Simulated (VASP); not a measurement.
Set up this calculation in VASP 6.6.1, as an ASE script.

* Task: single point
* Functional: PBE
* Potentials or basis: VASP PAW PBE potentials, release 64 (Pr)
* Cutoff: 520 eV
* k mesh: 9 × 9 × 9
* Occupations: gaussian, width 0.02 eV
* Spin: collinear spin, ferromagnetic start
* Starting moments: [2.0] μB
* Further INCAR settings: ALGO = Fast; EDIFF = 1.00e-06; NBANDS = 16

The structure of Pr lies in Pr.cif:

```cif
data_Pr
_cell_length_a 3.63275513
_cell_length_b 3.63275513
_cell_length_c 3.63275513
_cell_angle_alpha 109.47122063
_cell_angle_beta 109.47122063
_cell_angle_gamma 109.47122063
_space_group_name_H-M_alt 'P1'
_space_group_name_Hall 'P 1'
_space_group_IT_number 1
loop_
_space_group_symop_operation_xyz
'x,y,z'
loop_
_atom_site_label
_atom_site_type_symbol
_atom_site_symmetry_multiplicity
_atom_site_Wyckoff_symbol
_atom_site_fract_x
_atom_site_fract_y
_atom_site_fract_z
_atom_site_occupancy
Pr1 Pr 1 a 0.0000000000 0.0000000000 0.0000000000 1
```

This isn't the form of Pr at room conditions, which is double hcp.

The input as run:

run.py

```python
from ase.calculators.vasp import Vasp
from ase.dft.bandgap import bandgap
from ase.io import read

atoms = read('Pr.cif')
atoms.set_initial_magnetic_moments([2.0])
calc = Vasp(
    directory='calc',
    xc='lda',
    pp='PBE',
    setups={'base': 'minimal'},
    prec='Accurate',
    encut=520,
    ediff=1e-06,
    ismear=0,
    sigma=0.02,
    lreal=False,
    lasph=True,
    nelm=120,
    algo='Fast',
    isif=2,
    lwave=False,
    lcharg=False,
    ispin=2,
    lorbit=11,
    lmaxmix=6,
    kpts=[9, 9, 9],
    gamma=True,
    nbands=16,
)
atoms.calc = calc

print('energy (eV):', atoms.get_potential_energy())
print('free energy (eV):', atoms.get_potential_energy(force_consistent=True))
print('forces (eV/A):')
print(atoms.get_forces())
print('stress (eV/A^3, Voigt):', atoms.get_stress())
print('Fermi level (eV):', calc.get_fermi_level())
print('moment (muB):', atoms.get_magnetic_moment())
print('site moments (muB):', atoms.get_magnetic_moments())
gap, top, bottom = bandgap(calc)
print('band gap (eV):', gap, 'from (spin, k, band)', top, 'to', bottom)
```

Potentials or basis: VASP PAW PBE potentials, release 64 (Pr).

Launch:

```sh
$ python run.py
```

It gave:

```json
{
 "Pressure": "-1.7 GPa",
 "Band gap on the k mesh": "none (metal or under the smearing width)",
 "Net moment": "2.77 μB per cell",
 "Site moments": "Pr +2.25 μB",
 "Valence electrons inside the program's atomic spheres": "Pr 10.02"
}
```

Caveat: ASE's xc='lda' writes no GGA tag, so the PBE potentials set the functional and the run is PBE; the magnetic or orbital state may not be the lowest; spin-orbit coupling is left out, which moves the levels of the heavy elements.

Run time: 98 s on 1 thread of Intel(R) Xeon(R) Platinum 8488C (Sapphire Rapids), with other jobs on the host, peak memory 0.19 GiB.
